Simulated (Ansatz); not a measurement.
One crystal and one scan (frozen-phonon scan) at two levels, PBE (plane waves to 420 eV, PAW, scalar-relativistic; Ansatz, a quantum-chemistry and plane-wave program) and r2SCAN (plane waves to 500 eV, PAW, scalar-relativistic; Ansatz), each from its own relaxed cell and on its own mesh.

The crystal is InN (zinc blende); a phonon pattern at X = (0.5, 0.5, 0.0) is frozen into a 4-atom cell, Q being the largest atomic displacement.

InN was relaxed with its symmetry unable to fall. The PAW data are Ansatz's earlier set. With partly filled bands, energies and forces of such displacements shift with the k mesh and the smearing. Both scans cover Q from -0.180 to 0.180 Å.

```tsv
quantity	run 1	run 2
Lattice constant a (Å)	5.049	5.000
Energy at Q = 0.180 Å (meV/cell)	660	726
Harmonic wavenumber from the curvature (finite differences) (cm⁻¹ (negative: imaginary))	221	232
```

Task: Which run is which level?

Result: Run 1 is PBE, run 2 is r2SCAN. PBE gives the higher value for: lattice constant a. PBE gives the lower value for: energy at Q = 0.180 Å; harmonic wavenumber from the curvature. (PBE) At this level the bands of InN touch or barely overlap; measurements give the solid a gap. (r2SCAN) At this level the bands of InN touch or barely overlap; measurements give the solid a gap. Both give the same space group of the distorted cell: P-4m2 (No. 115), lowered from F-43m. Neither level is exact: the differences show how much the result hangs on the functional.

(For displaced atoms, the force is minus the slope of the energy, and its curvature is a force constant, which sets phonon frequencies.)
